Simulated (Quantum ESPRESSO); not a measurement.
CuO:

```
Cu O
1.0
     3.17953    0.00000    0.00000
    -1.58977    2.75356    0.00000
     0.00000    0.00000    4.43149
Cu O
2 2
Cartesian
  0.0000 0.0000 0.0000
  0.0000 0.0000 2.2157
  0.0000 1.8357 1.1079
  1.5898 0.9179 3.3236
```

Measurements of this composition are mostly on another form, of space group No. 15.

Program: Quantum ESPRESSO 7.5. Alike in all runs: no spin polarisation; cell as given; smearing fermi-dirac 0.05 eV.

Order these runs on this cell by their pressure, lowest first.
A. level LDA; potentials or basis JTH 2.0 LDA; k mesh 10 × 10 × 6; cutoff (eV) 735; SCF threshold 8e-10 Ry; form of the LDA correlation PW92; mesh quality not flagged
B. level r2SCAN; potentials or basis SG15 PBE 1.2; k mesh 8 × 8 × 4; cutoff (eV) 1197; symmetry off; SCF threshold 1e-08 Ry; mesh quality coarse
C. level PBE; potentials or basis SG15 PBE 1.2; k mesh 3 × 3 × 2; cutoff (eV) 1197; SCF threshold 8e-10 Ry; mesh quality coarse

A (-10.0 GPa), B (-2.0 GPa), C (4.9 GPa).

Caveats: some runs use coarse meshes; the run has no spin polarisation, though such a crystal can be magnetic; the potentials were made for another functional, which shifts forces and pressure (some runs).

Not every run made on this cell is shown here.
